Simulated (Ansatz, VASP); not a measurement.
## V in VASP and in Ansatz

File INCAR:

```
ALGO = Normal ; EDIFF = 1E-7
ENCUT = 520 ; GGA = RP
ISIF = 2 ; ISMEAR = -1
LASPH = True ; LCHARG = True
LELF = True ; LREAL = False
LVHAR = True ; LWAVE = False
NBANDS = 20 ; NELM = 60
PREC = Accurate ; SIGMA = 0.1
```

The input KPOINTS:

```
k-points
0
Gamma
  15 15 8
```

The input POSCAR:

```
V
1.0
    2.5286698845      0.0000000000      0.0000000000
   -1.2643349423      2.1898923578      0.0000000000
    0.0000000000      0.0000000000      4.5153884136
V
2
Direct
    0.3333333333      0.6666666667      0.2500000000
    0.6666666667      0.3333333333      0.7500000000
```

Input for Ansatz:

```yaml
crystal:
  lattice:
    - [2.5286698845, 0.0, 0.0]
    - [-1.2643349423, 2.1898923578, 0.0]
    - [0.0, 0.0, 4.5153884136]
  atoms:
    - { symbol: V, position: [0.3333333333, 0.6666666667, 0.25] }
    - { symbol: V, position: [0.6666666667, 0.3333333333, 0.75] }
hamiltonian:
  xc: rpbe
  pseudopotentials:
    kind: paw
    azcp:
      V: "pseudopotentials/V.paw.azcp"
basis:
  ecutwfc: 420
  fft_grid_basis: typed
kpoints:
  mp_grid: { grid: [15, 15, 8], shift: [0, 0, 0] }
magnetization:
  spin_polarized: false
scf:
  occupations: { method: fermi_dirac, width: 0.1 }
  lower_state_search: "off"
output:
  stress: true
```

Alike in both runs: task single point; functional RPBE; k mesh 15 × 15 × 8; occupations fermi-dirac, width 0.1 eV; no spin polarisation.

|  | VASP | Ansatz |
| --- | --- | --- |
| version | VASP 6.6.1 | Ansatz 0.2.0 |
| potentials or method | VASP PAW PBE potentials, release 64 (V_sv) | plane waves (420 eV) with PAW, scalar-relativistic |
| plane-wave cutoff (eV) | 520 | 420 |
| valence electrons in the cell | 26 | 26 |

```csv
,VASP,Ansatz,Ansatz less VASP
pressure (GPa),26.9,26.5,-0.36
largest component of the traceless stress (GPa),0.23,0.24,+0.013
```

The functional is the same, so the differences come from potentials, cutoffs and numerics.

Caveats: so large a pressure means that the cell lies far from this level's equilibrium, or that cutoff or potentials fall short (VASP); the potentials were made for another functional, which shifts forces and pressure (VASP).
